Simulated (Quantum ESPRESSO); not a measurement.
The system is Sn.

```
Sn
1.0
    -1.89465    1.89465    1.89465
     1.89465   -1.89465    1.89465
     1.89465    1.89465   -1.89465
Sn
1
Direct
  0.00000 0.00000 0.00000
```

This isn't the form of Sn at room conditions, which is tetragonal (white tin).

```yaml
Program: Quantum ESPRESSO 7.5
Task: single point
Functional: PBE
Potentials_or_basis: SSSP 1.3 efficiency PBE
Cutoff: 816 eV
Density_cutoff: 6531 eV
k_mesh: 10 × 10 × 10
Occupations: fermi-dirac, width 0.05 eV
Spin: no spin polarisation
```

On this cell: pressure 0.7 GPa; band gap on the k mesh none (metal or under the smearing width).

The same run follows on a disturbed copy (cell strained at random at fixed volume):

```xyz
1
Lattice="-1.8779 1.8984 1.9102 1.8946 -1.8698 1.8983 1.8874 1.8793 -1.8817" Properties=species:S:1:pos:R:3 pbc="T T T"
Sn   -0.0122    0.0003    0.0364
```

What does the disturbed cell give?

The energy (extrapolated to zero smearing) moves by -0.7 meV/atom; pressure 0.7 GPa; band gap on the k mesh none (metal or under the smearing width).

Stress tensor (GPa, compression positive):
```
0.55 0.16 0.16
0.16 0.49 0.15
0.16 0.15 1.03
```
